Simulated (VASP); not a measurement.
A run of VASP 6.6.1:

Contents of INCAR:

```
ALGO = Fast ; DIPOL = 0.5 0.5 0.500
EDIFF = 1E-7 ; ENCUT = 600
GGA = PE ; IDIPOL = 3
ISIF = 2 ; ISMEAR = -1
LASPH = True ; LCHARG = False
LDIPOL = True ; LREAL = False
LWAVE = False ; NBANDS = 20
NELM = 80 ; PREC = Accurate
SIGMA = 0.05
```

File KPOINTS:

```
k-points
0
Gamma
  8 8 1
```

The input POSCAR:

```
Na
1.0
    3.7670009976      0.0000000000      0.0000000000
   -1.8835004988      3.2623185600      0.0000000000
    0.0000000000      0.0000000000     21.1540000000
Na
3
Direct
    0.3333333333      0.6666666666      0.3545428761
    0.6666666667      0.3333333334      0.5000000000
    0.3333333333      0.6666666666      0.6454571239
```

Potentials or basis: VASP PAW PBE potentials, release 64 (Na_sv_GW).

Run with:

```console
$ cat potpaw_PBE.64/Na_sv_GW/POTCAR > POTCAR
$ mpirun -np 1 vasp_std > vasp.out
```

Hardware: 1 thread of Intel(R) Xeon(R) Platinum 8259CL CPU @ 2.50GHz (Skylake/Cascade Lake) (shared host).

**Question.** Estimate the wall time of this run.

**Answer.** Wall time 2.4 min on 1 thread of Intel(R) Xeon(R) Platinum 8259CL CPU @ 2.50GHz (Skylake/Cascade Lake), with other jobs on the host, peak memory 0.39 GiB. Counts: scf iterations 21, k points 10.
